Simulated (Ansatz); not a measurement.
**TiO2: band structure with LDA**

The system is TiO2.

```
CELL_PARAMETERS angstrom
6.15358 -1.88347 0.00000
6.15358 1.88347 0.00000
-1.92833 0.00000 6.32897
ATOMIC_POSITIONS crystal
Ti 0.90007 0.90007 0.28960
Ti 0.19529 0.19529 0.28376
Ti 0.09993 0.09993 0.71040
Ti 0.80471 0.80471 0.71624
O 0.36193 0.36193 0.29340
O 0.26349 0.26349 0.65250
O 0.86719 0.86719 0.99529
O 0.73651 0.73651 0.34750
O 0.94165 0.94165 0.63002
O 0.13281 0.13281 0.00471
O 0.63807 0.63807 0.70660
O 0.05835 0.05835 0.36998
```

The cell comes from a database or a generator and needn't be the stable form of this composition.

```json
{
  "Program": "Ansatz 0.2.0",
  "Task": "band structure",
  "Functional": "LDA",
  "Potentials or basis": "all-electron LAPW, scalar-relativistic",
  "Cutoff": "452 eV (chosen from the basis error)",
  "Basis error allowed": "0.002 eV/atom",
  "k mesh": "8 × 8 × 4",
  "Occupations": "fermi-dirac, width 0.05 eV",
  "Spin": "no spin polarisation"
}
```

The pressure is -11.6 GPa and the largest force is 0.225 eV/Å. The band gap on the k mesh is 2.66 eV, indirect (least direct gap 2.84 eV). The band gap along the path is 2.65 eV, indirect (least direct gap 2.83 eV).

Forces on the atoms (eV/Å):
```
Ti  -0.013  0.000 -0.046
Ti   0.011  0.000 -0.159
Ti   0.013  0.000  0.046
Ti  -0.011  0.000  0.159
O   -0.225  0.000 -0.004
O   -0.166  0.000 -0.012
O   -0.203  0.000 -0.082
O    0.166  0.000  0.012
O    0.063  0.000 -0.053
O    0.203  0.000  0.082
O    0.225  0.000  0.004
O   -0.063  0.000  0.053
```

Stress tensor (GPa, compression positive):
```
-11.61   0.00  -0.03
  0.00 -11.29   0.00
 -0.03   0.00 -11.90
```

Levels at the corners of the path, in eV from the valence-band top:
| point | band 68 | band 69 | band 70 | band 71 | band 72 | band 73 | band 74 | band 75 | band 76 | band 77 |
| --- | --- | --- | --- | --- | --- | --- | --- | --- | --- | --- |
| Γ | -0.90 | -0.77 | -0.76 | -0.36 | -0.19 | 2.65 | 3.01 | 3.25 | 3.26 | 3.29 |
| Y | -0.93 | -0.89 | -0.64 | -0.40 | -0.13 | 2.80 | 2.85 | 3.35 | 3.43 | 3.46 |
| F | -0.89 | -0.77 | -0.76 | -0.40 | -0.25 | 2.66 | 3.02 | 3.23 | 3.27 | 3.33 |
| L | -1.11 | -0.86 | -0.42 | -0.23 | -0.21 | 2.91 | 3.03 | 3.16 | 3.33 | 3.36 |
| I | -0.92 | -0.63 | -0.41 | -0.16 | 0.00 | 3.02 | 3.12 | 3.33 | 3.67 | 3.74 |

Wall time 75 s on 8 threads of Intel(R) Xeon(R) Platinum 8488C (Sapphire Rapids), with other jobs on the host, peak memory 2.9 GiB.

LDA gaps usually lie below the measured ones, often by a third to a half.
